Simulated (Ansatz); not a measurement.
# TiSe (P6_3/mmc) in Ansatz: relaxation of cell and atoms with PBEsol

Aim: the relaxation of cell and atoms of TiSe with PBEsol.

Program: Ansatz 0.2.0. These are calculated values, not measurements. Logs are shortened: lines on timing, memory, paths and dates and some standing lists are left out, and cuts for length are marked.

### Step 1. Starting point

Symmetry: P6_3/mmc, No. 194, hexagonal system. The conventional cell has a = 3.559 Å, b = 3.559 Å, c = 6.220 Å, α = 90.00°, β = 90.00°, γ = 120.00°. Around Se (site symmetry -6m2) lie 6 Ti at 2.58 Å. Around Ti (site symmetry -3m) lie 6 Se at 2.58 Å.

### Step 2. Relaxation of cell and atoms, PBEsol

input.yaml

```yaml
crystal:
  lattice:
    - [3.559, 0.0, 0.0]
    - [-1.7795, 3.0821844121, 0.0]
    - [0.0, 0.0, 6.22]
  atoms:
    - { symbol: Se, position: [0.6666666667, 0.3333333333, 0.75] }
    - { symbol: Se, position: [0.3333333333, 0.6666666667, 0.25] }
    - { symbol: Ti, position: [0.0, 0.0, 0.5] }
    - { symbol: Ti, position: [0.0, 0.0, 0.0] }
hamiltonian:
  xc: pbesol
  pseudopotentials: { kind: paw }
kpoints:
  mp_grid: { grid: [9, 9, 5] }
scf:
  occupations: { method: fermi_dirac, width: 0.05 }
output:
  forces: true
  stress: true
  eigenvalues: true
  write_density: true
  write_potential: true
  elf: true
  volumetric_format: npy
relax:
  f_tol: 0.01
  max_steps: 40
  cell: { stress_tol: 0.05 }
```

Potentials or basis: Ansatz PAW.

Started as:

```sh
$ ansatz run input.yaml --threads 2 --pin off --max-ram 5632MiB --backend cpu --events-out ev --progress --plain --runs-dir out
```

Standard output:

```text
Warning: RAYON_NUM_THREADS=2 ignored (pool sized by the plan → 2); use --threads N
Engine: ansatz 0.2.0, aarch64-unknown-linux-gnu
Pseudopotentials: kind: paw
Pseudopotential: Se, paw, valence charge 16, recommended cutoff 420 eV (normal), Se.paw.azcp
Pseudopotential: Ti, paw, valence charge 12, recommended cutoff 420 eV (normal), Ti.paw.azcp
Functional definition: PBEsol
  exchange = pbesol_x
  correlation = pbesol_c
Crystal: 4 atoms, lattice volume = 68.230 Å³
Basis set: ecut = 420 eV, 1299 PW (Γ), exchange–correlation on 48×48×90 points (8 copies of the dense FFT grid, shifted against one another)
Bands: 34, of which v1, the nominal top of the filled ones, is band 28 counted from 1 (27 counted from 0)
Symmetry: 24 space group operations
Space group: P63/mmc (ITA 194), of the structure as read, at distance tolerance 4.1e-5 Å
k-points: 36 of 405
Non-local potential: Se, projectors of the file, l = 0: 2, l = 1: 2, l = 2: 3, l = 3: 1
Non-local potential: Ti, projectors of the file, l = 0: 3, l = 1: 2, l = 2: 3, l = 3: 1
PAW form: soft (Blöchl's): semilocal exchange-correlation on the pseudo side does not see the compensation charge
PAW frozen core: Se, regenerated for the run's functional, and the local potential with it (the file was generated under x = pbe(κ = 0.804, μ = 0.2195149727645171), c = pbe(β = 0.06672455060314922))
PAW frozen core: Ti, regenerated for the run's functional, and the local potential with it (the file was generated under x = pbe(κ = 0.804, μ = 0.2195149727645171), c = pbe(β = 0.06672455060314922))
PAW one-centre angular grid: Se, 590 points (default); XC on 64 Gauss nodes
PAW one-centre angular grid: Ti, 590 points (default); XC on 64 Gauss nodes
Initial density: superposition of atomic densities (neutral atoms: chi_scale 0, normalization atom), corrected by the library's trained network
Initial wavefunctions: pseudopotential atomic-orbital guess
Functional: x = pbesol(κ = 0.804, μ = 0.12345679012345678), c = pbesol(β = 0.046)
SCF iter   1: F=—  HF=-15800.790721 eV  |F-HF|=—  |Δ(HF+E_count)|=         —  Δρ=6.25e-3  dr2=2.35e-2  ethr=1.77e-3  ⟨swp⟩=5.5  Hψ=4608  notcnv=0
preconditioner: auto → Kerker (q_TF=auto, 2.640 Å⁻¹)  [metal: Δε(μ)=0.038 eV  Ē_g=7.335 eV  σ=0.050 eV  W_gap=0.18  n_scr=22 (ndim 8)  ℏωp=20.1 eV  f_vac=0.000  D(μ)=4.01/eV (n_scr^D=36)]
SCF iter   2: F=—  HF=-15800.784294 eV  |F-HF|=—  |Δ(HF+E_count)|=   6.43e-3  Δρ=2.61e-3  dr2=4.16e-3  ethr=4.19e-5  ⟨swp⟩=2.6  Hψ=2325  notcnv=0
SCF iter   3: F=—  HF=-15800.783418 eV  |F-HF|=—  |Δ(HF+E_count)|=   8.76e-4  Δρ=8.09e-4  dr2=4.88e-4  ethr=7.44e-6  ⟨swp⟩=2.2  Hψ=1692  notcnv=0
SCF iter   4: F=—  HF=-15800.783334 eV  |F-HF|=—  |Δ(HF+E_count)|=   8.39e-5  Δρ=1.76e-4  dr2=2.53e-5  ethr=8.72e-7  ⟨swp⟩=2.0  Hψ=1588  notcnv=0
SCF iter   5: F=—  HF=-15800.783354 eV  |F-HF|=—  |Δ(HF+E_count)|=   2.05e-5  Δρ=5.63e-5  dr2=3.04e-6  ethr=4.52e-8  ⟨swp⟩=2.0  Hψ=2154  notcnv=0
SCF iter   6: F=—  HF=-15800.783353 eV  |F-HF|=—  |Δ(HF+E_count)|=   1.41e-6  Δρ=2.66e-5  dr2=5.86e-7  ethr=5.42e-9  ⟨swp⟩=2.0  Hψ=2161  notcnv=0
SCF iter   7: F=-15800.783353 eV  HF=-15800.783353 eV  |F-HF|=2.39e-8  |Δ(HF+E_count)|=   3.65e-8  Δρ=1.02e-5  dr2=9.45e-8  ethr=1.79e-10  ⟨swp⟩=5.9  Hψ=7640  notcnv=0
SCF 1 converged in 7 iterations: F = -15800.783353 eV  dr2 = 9.45e-8
relax step   1: F+E_penalty+E_count = -15800.78335303 eV  Δ(F+E_penalty+E_count) = +0.000e0 eV  max|allowed force component| = 1.966e-17 eV/Å  Δτ_max = 0.0000 Å  P = -0.649 GPa  Ω = 68.230 Å³  (7 SCF iters, dr2 threshold 1.00e-7 eV, accepted)
Crystal: 4 atoms, lattice volume = 67.274 Å³
Basis set: ecut = 420 eV, 1305 PW (Γ), exchange–correlation on 48×48×90 points (8 copies of the dense FFT grid, shifted against one another)
Initial density: handed on by an earlier stage of this run
Initial wavefunctions: those handed on with the density
iter 1 solved again at ethr=1.19e-4 eV; its pass at ethr=3.10e-3 eV (dr2=6.66e-2 eV) is discarded
SCF iter   1: F=—  HF=-15801.005375 eV  |F-HF|=—  |Δ(HF+E_count)|=         —  Δρ=8.33e-3  dr2=6.56e-2  ethr=1.19e-4  ⟨swp⟩=2.0  Hψ=6673  notcnv=0
preconditioner: auto → Kerker (q_TF=auto, 2.646 Å⁻¹)  [metal: Δε(μ)=0.019 eV  Ē_g=7.289 eV  σ=0.050 eV  W_gap=0.10  n_scr=22 (ndim 8)  ℏωp=20.2 eV  f_vac=0.000  D(μ)=3.12/eV (n_scr^D=36)]
SCF iter   2: F=—  HF=-15800.990111 eV  |F-HF|=—  |Δ(HF+E_count)|=   1.53e-2  Δρ=4.92e-3  dr2=2.80e-2  ethr=1.17e-4  ⟨swp⟩=2.0  Hψ=1433  notcnv=0
SCF iter   3: F=—  HF=-15800.979734 eV  |F-HF|=—  |Δ(HF+E_count)|=   1.04e-2  Δρ=1.01e-3  dr2=1.01e-3  ethr=5.00e-5  ⟨swp⟩=2.0  Hψ=1794  notcnv=0
SCF iter   4: F=—  HF=-15800.979455 eV  |F-HF|=—  |Δ(HF+E_count)|=   2.79e-4  Δρ=3.58e-4  dr2=8.48e-5  ethr=1.80e-6  ⟨swp⟩=2.0  Hψ=2174  notcnv=0
SCF iter   5: F=—  HF=-15800.979384 eV  |F-HF|=—  |Δ(HF+E_count)|=   7.08e-5  Δρ=1.83e-4  dr2=1.41e-5  ethr=1.51e-7  ⟨swp⟩=2.0  Hψ=2157  notcnv=0
SCF iter   6: F=—  HF=-15800.979384 eV  |F-HF|=—  |Δ(HF+E_count)|=   5.83e-7  Δρ=3.37e-5  dr2=5.70e-7  ethr=2.51e-8  ⟨swp⟩=2.0  Hψ=1783  notcnv=0
SCF iter   7: F=-15800.979384 eV  HF=-15800.979384 eV  |F-HF|=2.11e-8  |Δ(HF+E_count)|=   4.20e-8  Δρ=8.37e-6  dr2=3.51e-8  ethr=7.14e-10  ⟨swp⟩=9.2  Hψ=10195  notcnv=0
[... 87 lines left out ...]
SCF iter   3: F=-15801.041053 eV  HF=-15801.041053 eV  |F-HF|=5.46e-12  |Δ(HF+E_count)|=  5.64e-11  Δρ=2.50e-7  dr2=1.31e-11  ethr=1.00e-12  ⟨swp⟩=1.2  Hψ=1294  notcnv=0
iter 4 did not close the SCF: its close was put off for the readings that it lacked (scf_convergence_deferred on its scf_iter line)
SCF iter   4: F=-15801.041053 eV  HF=-15801.041053 eV  |F-HF|=1.82e-12  |Δ(HF+E_count)|=  7.28e-12  Δρ=6.17e-8  dr2=1.46e-12  ethr=1.00e-12  ⟨swp⟩=1.0  Hψ=1224  notcnv=0
iter 5 did not close the SCF: its close was put off for the readings that it lacked (scf_convergence_deferred on its scf_iter line)
SCF iter   5: F=-15801.041053 eV  HF=-15801.041053 eV  |F-HF|=1.82e-12  |Δ(HF+E_count)|=  1.82e-12  Δρ=1.72e-8  dr2=1.65e-13  ethr=1.00e-12  ⟨swp⟩=1.0  Hψ=1224  notcnv=0
iter 6 did not close the SCF: its close was put off for the readings that it lacked (scf_convergence_deferred on its scf_iter line)
SCF iter   6: F=-15801.041053 eV  HF=-15801.041053 eV  |F-HF|=3.64e-12  |Δ(HF+E_count)|=    0.00e0  Δρ=1.00e-8  dr2=3.75e-14  ethr=1.00e-12  ⟨swp⟩=1.0  Hψ=1224  notcnv=0
SCF iter   7: F=-15801.041053 eV  HF=-15801.041053 eV  |F-HF|=1.82e-12  |Δ(HF+E_count)|=    0.00e0  Δρ=5.43e-9  dr2=9.75e-15  ethr=1.00e-12  ⟨swp⟩=3.0  Hψ=3946  notcnv=0
SCF 9 converged in 7 iterations: F = -15801.041053 eV  dr2 = 9.75e-15
relax step   9: F+E_penalty+E_count = -15801.04105312 eV  Δ(F+E_penalty+E_count) = -2.162e-6 eV  max|allowed force component| = 4.742e-17 eV/Å  Δτ_max = 0.0000 Å  P = +0.001 GPa  Ω = 65.969 Å³  stress off target by 2.53e-3 GPa  SCF on the basis re-selected at this cell (its energy is not comparable with the rows above)  (7 SCF iters)
basis re-selected at this cell: Δ(F+E_penalty+E_count) = -2.162e-6 eV, ΔP = -0.000 GPa vs the last step (what re-selecting the basis moved, of the pressure what is left beyond the Pulay correction that the steps carried, after the strain that the cell walked since its last selection, with what the two solves' SCF thresholds leave and, on support functions, any second-order correction that the steps lacked; it is no measure of the basis error at this ecutwfc). This SCF's stress stands 2.53e-3 GPa from its target on what of the cell is left free (relax.cell.stress_tol is 5.00e-2 GPa) and its largest allowed force component is 4.74e-17 eV/Å (relax.f_tol is 1.00e-2 eV/Å): within both
SCF converged after 7 iterations
Free energy (F): -15801.041053 eV
Harris-Foulkes:  -15801.041053 eV  (|F-HF|=1.82e-12)
Internal energy: -15801.021351 eV  (E = F + TS)
E sigma→0 (E₀):  -15801.031202 eV
Entropy (-TS):   -0.019702 eV (-4.926 meV/atom)
Fermi energy:    14.993541 eV
--- Per-component energies (eV) ---
  E_band       = -882.544742
  E_kinetic    = 791.325019
  E_local      = -5566.007161  (includes V_loc(G=0)·N_el)
  E_nonlocal   = -1164.262108
  E_hartree    = 2705.038541
  E_xc         = -405.040386
  E_vxc        = -445.995185  (∫ρ·V_xc dr)
  E_paw        = -5782.446275  (= ΣΔE_a)
  E_vpaw       = 92.318504  (= ΣTr[D̂ρ^β])
  E_aug_tail   = -0.000896  (compensation charges beyond the density's cutoff)
  E_ewald      = -6381.923755
  E_core_change = 2.295669  (= ΣΔE_core)
  E_smearing   = -0.019702  (= −TS)
  E_closure    = 0.000000  (closes the sum)
  Σ components = -15801.041053   (vs F -15801.041053, Δ=0.00e0)
--- Forces (eV/Å), atoms counted from 1 ---
  atom   1  Se     0.00000000     0.00000000     0.00000000
  atom   2  Se     0.00000000    -0.00000000    -0.00000000
  atom   3  Ti    -0.00000000     0.00000000     0.00000000
  atom   4  Ti    -0.00000000    -0.00000000    -0.00000000
  max |Σ_I F_I| component: 4.63e-18 eV/Å
--- Stress (GPa, compression-positive) ---
        0.000207      -0.000000       0.000000
        0.000000       0.000207      -0.000000
        0.000000      -0.000000       0.002534
  P = ⅓ Tr σ = 0.0010 GPa (0.010 kbar)
--- Band table (eV; the first three rows and the last of 36) ---
  k-point 0: bands = ["-42.0360", "-42.0277", "-33.7461", "-33.7461", "-33.7460", "-33.7460", "-33.7415", "-33.7411", "-33.7298", "-33.7298", "-33.7296", "-33.7296", "-18.5763", "-18.4470", "-18.3581", "-18.3581", "-18.3471", "-18.3471", "-0.9007", "0.2260", "7.2853", "11.8006", "11.8006", "11.9363", "12.9034", "14.2281", "14.2281", "14.8070", "14.8070", "15.0541", "15.0541", "16.1376", "16.1376", "16.3902"]
  k-point 1: bands = ["-42.0352", "-42.0285", "-33.7461", "-33.7461", "-33.7461", "-33.7461", "-33.7414", "-33.7411", "-33.7298", "-33.7298", "-33.7297", "-33.7297", "-18.5641", "-18.4595", "-18.3571", "-18.3571", "-18.3482", "-18.3482", "-0.8110", "0.0939", "7.5995", "10.9901", "11.9176", "11.9176", "13.5669", "13.5669", "13.6364", "15.1211", "15.1211", "15.4142", "15.4142", "16.0615", "16.2153", "16.2153"]
  k-point 2: bands = ["-42.0332", "-42.0306", "-33.7461", "-33.7461", "-33.7461", "-33.7461", "-33.7413", "-33.7412", "-33.7298", "-33.7298", "-33.7297", "-33.7297", "-18.5320", "-18.4921", "-18.3543", "-18.3543", "-18.3509", "-18.3509", "-0.5623", "-0.2206", "8.4519", "9.6533", "12.2641", "12.2641", "12.8255", "12.8255", "14.5176", "15.3019", "15.3019", "15.3418", "15.5160", "15.5160", "16.9559", "16.9559"]
  k-point 35: bands = ["-42.0160", "-42.0138", "-33.7472", "-33.7472", "-33.7466", "-33.7461", "-33.7394", "-33.7394", "-33.7278", "-33.7275", "-33.7275", "-33.7275", "-18.4874", "-18.4634", "-18.4634", "-18.4566", "-18.4566", "-18.4543", "1.1731", "1.1731", "8.8874", "8.8874", "9.0284", "9.5390", "10.1526", "10.1526", "14.5410", "14.5410", "16.3165", "16.3961", "16.3961", "16.5335", "16.9454", "16.9454"]
--- Relaxed structure (7 steps of the walk, 7 accepted, 2 SCFs on fresh bases) ---
  F+E_penalty+E_count = -15801.04105312 eV   max|allowed force component| = 4.742e-17 eV/Å   (the final SCF, on the basis selected at the relaxed cell)
  cell:  # Å, volume = 65.9688 Å³
    - [3.3590017386347797, 4.473130224258117e-34, 0.0]
    - [-1.6795008693173898, 2.908980837013816, 0.0]
    - [0.0, 0.0, 6.751300422674184]
  atoms:
    - { symbol: Se, position: [0.666666666666667, 0.3333333333333334, 0.7500000000000002] }
    - { symbol: Se, position: [0.3333333333333334, 0.666666666666667, 0.25000000000000006] }
    - { symbol: Ti, position: [2.826010508502895e-34, 4.033512143385683e-35, 0.5000000000000001] }
    - { symbol: Ti, position: [3.127869556845896e-34, 4.3915041440089196e-35, -9.031021979307778e-36] }
```

Run time: 29 s. Hardware: 2 threads of Arm Neoverse V1, shared host; peak memory 0.41 GiB.

What came out:

```yaml
Free_energy: -15801.0411 eV
Relaxed_volume: 16.49 Å³/atom
Relaxed_cell: a = 3.359 Å, b = 3.359 Å, c = 6.751 Å, α = 90.00°, β = 90.00°, γ = 120.00°
Space_group_after_relaxing_to_0.05_Å: P6_3/mmc (No. 194)
Energy_gained_by_relaxing: 64.4 meV/atom
Ionic_steps: 9
Pressure_after_relaxing: 0.0 GPa
Band_gap_on_the_k_mesh: none (metal or under the smearing width)
```

The path:
| step | energy change (eV) | largest force (eV/Å) | volume (Å³) |
| --- | --- | --- | --- |
| 1 | 0.0000 | 0.0000 | 68.23 |
| 2 | -0.1960 | 0.0000 | 67.27 |
| 3 | -0.2426 | 0.0000 | 65.00 |
| 4 | -0.2564 | 0.0000 | 66.04 |
| 5 | -0.2570 | 0.0000 | 65.95 |
| 6 | -0.2570 | 0.0000 | 65.95 |
| 7 | -0.2577 | 0.0000 | 65.95 |
| 8 | -0.2577 | 0.0000 | 65.97 |
| 9 | -0.2577 | 0.0000 | 65.97 |

Final structure:
```
Se Ti
1.0
     3.35900    0.00000    0.00000
    -1.67950    2.90898    0.00000
     0.00000    0.00000    6.75130
Se Ti
2 2
Direct
  0.66667 0.33333 0.75000
  0.33333 0.66667 0.25000
  0.00000 0.00000 0.50000
  0.00000 0.00000 0.00000
```

Caveat: the plane-wave basis is chosen anew once the cell has moved, so the energies of steps on either side of that aren't comparable; the PAW data sets come from PBE, with cores solved anew for the run's functional, which leaves a small shift of forces and pressure.
